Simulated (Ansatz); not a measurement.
Crystal: AlCu3.

```
CELL_PARAMETERS angstrom
3.63738 0.00000 0.00000
0.00000 3.63738 0.00000
0.00000 0.00000 3.63738
ATOMIC_POSITIONS crystal
Cu 0.00000 0.50000 0.50000
Cu 0.50000 0.00000 0.50000
Cu 0.50000 0.50000 0.00000
Al 0.00000 0.00000 0.00000
```

The cell comes from a database or a generator and needn't be the stable form of this composition.

| Property | Result |
| --- | --- |
| Program | Ansatz 0.2.0 |
| Task | relaxation of cell and atoms |
| Functional | PBEsol |
| Dispersion | D3(BJ)-ATM |
| Potentials or basis | Ansatz PAW |
| Cutoff | 420 eV (not typed: the program's choice for these potentials) |
| k mesh | 7 × 7 × 7 |
| Occupations | fermi-dirac, width 0.05 eV |
| Spin | no spin polarisation |

At the start: volume 12.03 Å³/atom.

Task: Where does the relaxation end?

Result: It ends after 5 steps and the volume is 11.59 Å³/atom (-3.7 %); space group Pm-3m (No. 221, to 0.05 Å).

Step by step:
```csv
step,energy change (eV),largest force (eV/Å),volume (Å³)
1,0.0000,0.0000,48.12
2,-0.0275,0.0000,47.08
3,-0.0334,0.0000,46.32
4,-0.0334,0.0000,46.37
5,-0.0323,0.0000,46.37
```

Final structure:
```cif
data_structure
_symmetry_space_group_name_H-M 'P 1'
_symmetry_Int_Tables_number 1
_cell_length_a 3.5925
_cell_length_b 3.5925
_cell_length_c 3.5925
_cell_angle_alpha 90.000
_cell_angle_beta 90.000
_cell_angle_gamma 90.000
_cell_volume 46.37
loop_
_atom_site_label
_atom_site_type_symbol
_atom_site_fract_x
_atom_site_fract_y
_atom_site_fract_z
_atom_site_occupancy
Cu1 Cu 0.00000 0.50000 0.50000 1
Cu2 Cu 0.50000 0.00000 0.50000 1
Cu3 Cu 0.50000 0.50000 0.00000 1
Al1 Al 0.00000 0.00000 0.00000 1
```

Caveat: the plane-wave basis is chosen anew once the cell has moved, so the energies of steps on either side of that aren't comparable; pairwise dispersion overbinds metals, which lowers pressure and volume; the PAW data sets come from PBE, with cores solved anew for the run's functional, which leaves a small shift of forces and pressure.
